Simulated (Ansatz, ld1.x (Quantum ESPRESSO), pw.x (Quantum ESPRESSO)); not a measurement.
From atom to crystal: TM potential for Cd (Z = 48)

- Element: Cd (Z = 48)
- Generator: ld1.x (Quantum ESPRESSO) 7.5
- Type: norm-conserving Troullier–Martins (Kleinman–Bylander form)
- Functional: PBE
- Relativity: scalar-relativistic
- Frozen core: [Kr]
- Valence charge: 12
- Reference configuration: 4d10 5s2 5p0
- Partial waves: 5p (bound, empty): rc 2.70 bohr; 4d (bound): rc 1.35 bohr; 5s (bound): rc 2.25 bohr
- Local potential: the s channel
- Core correction: a·sin(br)/r model core inside 1.15 bohr

Atomic tests: cutoffs needed: 80 Ry and 140 Ry (the cutoffs (Ry, on a coarse ladder) from which the occupation-weighted sum of valence levels, in a spherical-Bessel basis at the reference potential, stays within 10 and 1 mRy of its value at 400 Ry); ghost test: no extra level below or beside the all-electron valence levels (p, d, s, f tested) (spherical-Bessel basis up to 400 Ry, 20 bohr box); largest excitation error: -231 meV (all-electron minus pseudo) for 4d9 5s0 5p0, out of 7 test configurations.

Crystal test: bcc Cd in pw.x 7.5, no spin, 13³ k-points, Fermi–Dirac smearing 0.01 Ry, cutoffs 170/680 Ry. The lattice is a test structure that the element need not adopt, and mesh and smearing are coarse.

pw.x input:

```
&control
  calculation='scf', prefix='x', pseudo_dir='./', outdir='./tmp', tstress=.true., disk_io='none'
/
&system
  ibrav=0, nat=1, ntyp=1, ecutwfc=170, ecutrho=680, nbnd=14,
  occupations='smearing', smearing='fd', degauss=0.01
/
&electrons
  conv_thr=1e-09, mixing_beta=0.4, electron_maxstep=70
/
ATOMIC_SPECIES
Cd 1.0 Cd.UPF
CELL_PARAMETERS angstrom
  -1.80431066 1.80431066 1.80431066
  1.80431066 -1.80431066 1.80431066
  1.80431066 1.80431066 -1.80431066
ATOMIC_POSITIONS crystal
Cd 0.0000 0.0000 0.0000
K_POINTS automatic
13 13 13 0 0 0
```

```bash
pw.x < Cd.scf.in > Cd.scf.out
```

Problem. How does the run end?

Solution. It converges; the pressure is 0.85 GPa against -0.18 GPa from all-electron LAPW. This is a poor potential for the solid. The log shows:

```
     number of electrons       =        12.00
     number of Kohn-Sham states=           14
     kinetic-energy cutoff     =     170.0000  Ry
     charge density cutoff     =     680.0000  Ry
     scf convergence threshold =      1.0E-09
     Exchange-correlation= PBE
     number of k points=    84  Fermi-Dirac smearing, width (Ry)=  0.0100
     iteration #  1     ecut=   170.00 Ry     beta= 0.40
     total energy              =    -105.73615004 Ry
     estimated scf accuracy    <       0.01130024 Ry
     iteration #  2     ecut=   170.00 Ry     beta= 0.40
     total energy              =    -105.73739260 Ry
     estimated scf accuracy    <       0.00116795 Ry
     iteration #  3     ecut=   170.00 Ry     beta= 0.40
     total energy              =    -105.73750613 Ry
     estimated scf accuracy    <       0.00020125 Ry
     iteration #  4     ecut=   170.00 Ry     beta= 0.40
     total energy              =    -105.73751177 Ry
     estimated scf accuracy    <       0.00000129 Ry
     iteration #  5     ecut=   170.00 Ry     beta= 0.40
     total energy              =    -105.73751202 Ry
     estimated scf accuracy    <       0.00000012 Ry
     iteration #  6     ecut=   170.00 Ry     beta= 0.40
     total energy              =    -105.73751204 Ry
     estimated scf accuracy    <          5.0E-09 Ry
     iteration #  7     ecut=   170.00 Ry     beta= 0.40
     the Fermi energy is    10.4448 ev
!    total energy              =    -105.73751204 Ry
     estimated scf accuracy    <          8.5E-10 Ry
     smearing contrib. (-TS)   =      -0.00169751 Ry
     The total energy is F=E-TS. E is the sum of the following terms:
     one-electron contribution =     -21.23694762 Ry
     hartree contribution      =      21.94742098 Ry
     xc contribution           =     -29.59834792 Ry
     ewald contribution        =     -76.84793996 Ry
     convergence has been achieved in   7 iterations
          total   stress  (Ry/bohr**3)                   (kbar)     P=        8.53
     Message from routine punch:
     Nothing written, as per user request (disk_io='none')
```
